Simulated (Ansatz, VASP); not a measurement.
Two plane-wave programs on SnH5

```xyz
6
Lattice="0.0000 2.7544 2.7544 2.7544 0.0000 2.7544 2.7544 2.7544 0.0000" Properties=species:S:1:pos:R:3 pbc="T T T"
Sn    0.0000    0.0000    0.0000
H     1.3772    1.3772    1.3772
H     3.2607    3.2607    3.2607
H     3.2607    2.2480    2.2480
H     2.2480    2.2480    3.2607
H     2.2480    3.2607    2.2480
```

Change from the starting cell: species swapped into the ZrNi5 type (F-43m, No. 216).

Alike in both runs: task relaxation of cell and atoms; functional PBE; k mesh 6 × 6 × 6; occupations gaussian, width 0.1 eV; no spin polarisation.

|  | VASP | Ansatz |
| --- | --- | --- |
| version | VASP 6.6.1 | Ansatz 0.2.0 |
| potentials or method | VASP PAW PBE potentials, release 64 (Sn_d, H) | scalar-relativistic, plane waves, PAW |
| plane-wave cutoff (eV) | 600 | 420 |
| valence electrons in the cell | 19 | 19 |

|  | VASP | Ansatz | Ansatz less VASP |
| --- | --- | --- | --- |
| gap on the k mesh at the Fermi level, each at its own relaxed structure (eV) | none | none | - |
| relaxed volume (Å³/atom) | 6.77 | 6.82 | +0.049 |
| relaxed cell length with the largest relative difference (Å) | 3.859 | 3.868 | +0.0092 |
| energy change over the relaxation (meV/atom) | -2 | -2 | -0.3 |

A gap of «none» marks a metal or a gap that the smearing closes.
